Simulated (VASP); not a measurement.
## Ge in VASP 6.6.1, single-point calculation

INCAR

```
PREC = Accurate
LASPH = .TRUE.
LCHARG = .FALSE.
NSW = 0
NELM = 65
ISIF = 2
ENCUT = 520
SIGMA = 0.02
ISMEAR = -1
EDIFF = 1E-7
LWAVE = .FALSE.
LREAL = .FALSE.
GGA = PE
NBANDS = 21
IBRION = -1
```

KPOINTS

```
KPOINTS created by Atomic Simulation Environment
0
Gamma
4 4 4
0 0 0
```

POSCAR

```
Ge
 1.0000000000000000
     0.0000000000000000    5.0928699999999996    5.5450699999999999
     5.0928699999999996    0.0000000000000000    5.5450699999999999
     5.0928699999999996    5.0928699999999996    0.0000000000000000
 Ge
   2
Cartesian
  0.0000000000000000  0.0000000000000000  0.0000000000000000
  2.5464349999999993  2.5464349999999993  2.7725350000000000
```

The recommended PBE PAW datasets give the neutral cell 28 valence electrons.

Command

```
mpirun -np 1 vasp_std
```

Task: How does this run end, and what does it give?

Result: It converged. Results: gap between bands v and c on the k mesh -0.13 eV (bands overlap: a metal); least direct gap on the k mesh 0.00 eV; pressure -1.6 GPa. Band v is the last that the valence electrons fill when counted band by band, and c is the next.

OSZICAR

```
N       E                     dE             d eps       ncg     rms          rms(c)
DAV:   1     0.160023042877E+03    0.16002E+03   -0.13446E+04   571   0.144E+03
DAV:   2     0.208906105866E+02   -0.13913E+03   -0.13677E+03   572   0.330E+02
DAV:   3    -0.898789171807E+00   -0.21789E+02   -0.21544E+02   665   0.126E+02
DAV:   4    -0.205799147904E+01   -0.11592E+01   -0.11477E+01   611   0.309E+01
DAV:   5    -0.212527584372E+01   -0.67284E-01   -0.67283E-01   821   0.777E+00    0.660E-01
DAV:   6    -0.212419574713E+01    0.10801E-02   -0.25812E-02   616   0.146E+00    0.409E-01
DAV:   7    -0.213015202303E+01   -0.59563E-02   -0.31366E-02   658   0.877E-01    0.108E-01
DAV:   8    -0.213155996246E+01   -0.14079E-02   -0.25151E-03   646   0.707E-01    0.443E-02
DAV:   9    -0.213177977296E+01   -0.21981E-03   -0.25115E-04   646   0.112E-01    0.144E-02
DAV:  10    -0.213180602107E+01   -0.26248E-04   -0.37497E-05   683   0.333E-02    0.363E-03
DAV:  11    -0.213180645644E+01   -0.43536E-06   -0.36164E-06   611   0.217E-02    0.130E-03
DAV:  12    -0.213180623818E+01    0.21825E-06   -0.49943E-07   510   0.850E-03    0.570E-04
DAV:  13    -0.213180622710E+01    0.11085E-07   -0.12089E-07   423   0.484E-03
   1 F= -.21318062E+01 E0= -.21262650E+01  d E =-.110824E-01
```

These settings aren't sound, so the numbers aren't properties of the crystal.

The fault: cell typed in bohr.

On sound settings PBE gives a gap of -0.04 eV on its mesh and a pressure of 8.7 GPa for the intended cell.
